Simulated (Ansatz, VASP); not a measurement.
**CaO: VASP beside Ansatz**

The input INCAR:

```
PREC = Accurate ; ENCUT = 520
EDIFF = 1E-6 ; ISMEAR = -1
SIGMA = 0.02 ; LREAL = False
LASPH = True ; NELM = 60
ALGO = Normal ; ISIF = 2
LWAVE = False ; LCHARG = False
GGA = PE ; NBANDS = 15
```

KPOINTS

```
regular mesh
0
Gamma
  8 8 8
```

POSCAR

```
CaO
1.0
    0.0000000000      2.6067317416      2.6067317416
    2.7083942795      0.0000000000      2.6067317416
    2.7083942795      2.6067317416      0.0000000000
Ca O
1 1
Direct
    0.0000000000      0.0000000000      0.0000000000
    0.2500000000      0.2500000000      0.2500000000
```

Input for Ansatz:

```yaml
crystal:
  lattice:
    - [0.0, 2.6067317416, 2.6067317416]
    - [2.7083942795, 0.0, 2.6067317416]
    - [2.7083942795, 2.6067317416, 0.0]
  atoms:
    - { symbol: Ca, position: [0.0, 0.0, 0.0] }
    - { symbol: O, position: [0.25, 0.25, 0.25] }
kpoints:
  mp_grid: { grid: [8, 8, 8] }
  band_path:
    path:
      - [0.0, 0.0, 0.0]
      - [-0.5, -0.5, 0.0]
      - [-0.375, -0.375, 0.25]
      - [-0.375, 0.0, 0.375]
      - [0.0, 0.0, 0.5]
      - [-0.5, -0.25, 0.25]
    npoints: 1
hamiltonian:
  xc: pbe
scf:
  occupations: { method: fermi_dirac, width: 0.02 }
  n_extra_bands: 4
output:
  forces: true
  stress: true
  eigenvalues: true
```

Change from the starting cell: uniaxial_x strain +3.9%.

Alike in both runs: task single point; functional PBE; k mesh 8 × 8 × 8; occupations fermi-dirac, width 0.02 eV; no spin polarisation.

```csv
,VASP,Ansatz
version,VASP 6.6.1,Ansatz 0.2.0
potentials or method,"VASP PAW PBE potentials, release 64 (Ca_sv, O)","plane waves, PAW"
plane-wave cutoff (eV),520,420
valence electrons in the cell,16,16
```

```csv
,VASP,Ansatz,Ansatz less VASP
gap on the k mesh at the Fermi level (eV),3.15,3.16,+0.007
pressure (GPa),-1.2,-1.6,-0.40
largest component of the traceless stress (GPa),0.59,0.61,+0.021
```

With one functional, cell and mesh, what is left measures potentials, basis and numerics.

A k mesh can miss the band edges.
